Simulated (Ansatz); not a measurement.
BN: do energies and stresses tell the same story?

Level of theory: Ansatz 0.2.0, DFT PBE, scalar-relativistic, plane waves, PAW.

Settings: cutoff 420 eV, Γ-centred mesh 12×12×4 on the computed 4-atom cell, Gaussian smearing of 0.02 eV; no spin polarisation.

Relaxed cell: P6_3/mmc, a = 2.512 Å, b = 2.512 Å, c = 8.369 Å, α = 90.00°, β = 90.00°, γ = 120.00°, 4 atoms in the primitive cell.

Energies at zero smearing and pressures from the stress tensor, at volumes with shape and atoms relaxed:
| V (Å³/atom) | E − E(first) (meV/atom) | P (GPa) |
| --- | --- | --- |
| 10.750 | 0.00 | 0.253 |
| 11.093 | -0.37 | 0.122 |
| 11.436 | -0.53 | 0.006 |
| 11.779 | -0.57 | -0.013 |
| 12.122 | -0.48 | -0.045 |

Task: Check P = −dE/dV between neighbouring volumes, and get the bulk modulus from the pressures alone.

Result: With 1 eV/Å³ = 160.2 GPa:
| middle V (Å³/atom) | −ΔE/ΔV (GPa) | mean P (GPa) |
| --- | --- | --- |
| 10.921 | 0.171 | 0.188 |
| 11.264 | 0.074 | 0.064 |
| 11.607 | 0.020 | -0.003 |
| 11.950 | -0.039 | -0.029 |

The two differ by 0.023 GPa at most. The mean of two end pressures misses the average over a step by about ΔV² P″/12, up to 0.011 GPa here; with that taken off 0.030 GPa remains, from the finite cutoff, the mesh or the relaxation's tolerance. Around V = 11.779 Å³/atom, the two neighbours give B = −V ΔP/ΔV = 11.779 × 0.051 / 0.686 = 0.9 GPa, against B0 = 1.8 GPa from the Birch–Murnaghan fit of the energies, which describes these points poorly (B0' = 9.3).

The cell holds layers, and where no dispersion correction was added their binding is poorly described.